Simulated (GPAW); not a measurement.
Here is a GPAW 26.7.0 calculation.

The input run.py:

```python
from ase.eos import EquationOfState
from ase.io import Trajectory, read
from ase.units import GPa
from gpaw import GPAW, PW

atoms = read('AlO.xyz')

traj = Trajectory('eos.traj', 'w')
volumes, energies = [], []
for x in [0.94, 0.96, 0.98, 1.0, 1.02, 1.04, 1.06]:
    a = atoms.copy()
    a.set_cell(atoms.cell * x**(1 / 3), scale_atoms=True)
    calc = GPAW(mode=PW(1600),
                xc='LDA',
                kpts={'size': (10, 10, 10), 'gamma': True},
                occupations={'name': 'fermi-dirac', 'width': 0.05},
                setups='hgh',
                nbands=-8,
                convergence={'density': 1e-05, 'energy': 1e-05},
                maxiter=150,
                txt=f'eos-{x:.2f}.txt')
    a.calc = calc
    energies.append(a.get_potential_energy(force_consistent=True))
    volumes.append(a.get_volume())
    p = -a.get_stress()[:3].mean() / GPa
    calc.write(f'eos-{x:.2f}.gpw')
    traj.write(a)
    print(f'{x:.2f} {volumes[-1]:10.4f} A^3 {energies[-1]:14.6f} eV {p:9.3f} GPa', flush=True)

v0, e0, B = EquationOfState(volumes, energies, eos='birchmurnaghan').fit()
print(f'V0 = {v0:.4f} A^3, E0 = {e0:.6f} eV, B0 = {B / GPa:.2f} GPa')
```

AlO.xyz

```xyz
2
Lattice="2.7691900000 0.0000000000 0.0000000000 0.0000000000 2.7691900000 0.0000000000 0.0000000000 0.0000000000 2.7691900000" Properties=species:S:1:pos:R:3 pbc="T T T"
Al     1.3845950000      1.3845950000      1.3845950000
O      0.0000000000      0.0000000000      0.0000000000
```

Potentials or basis: HGH pseudopotentials, pw.

Run with:

```console
$ OMP_NUM_THREADS=1 python run.py
```

Q: Predict the equilibrium volume.

A: 9.92 Å³/atom (rough: see the caveat).

Q: Predict the bulk modulus.

A: 134 GPa (rough).

Energy against volume, from the lowest point:
| volume (Å³/atom) | energy (meV/atom) |
| --- | --- |
| 9.981 | 0.00 |
| 10.193 | 2.59 |
| 10.405 | 9.06 |
| 10.618 | 18.44 |
| 10.830 | 30.91 |
| 11.042 | 45.23 |
| 11.255 | 63.08 |

Caveat: the minimum lies outside the volumes run; HGH potentials are hard and often keep d shells in the core, so these values are rough.
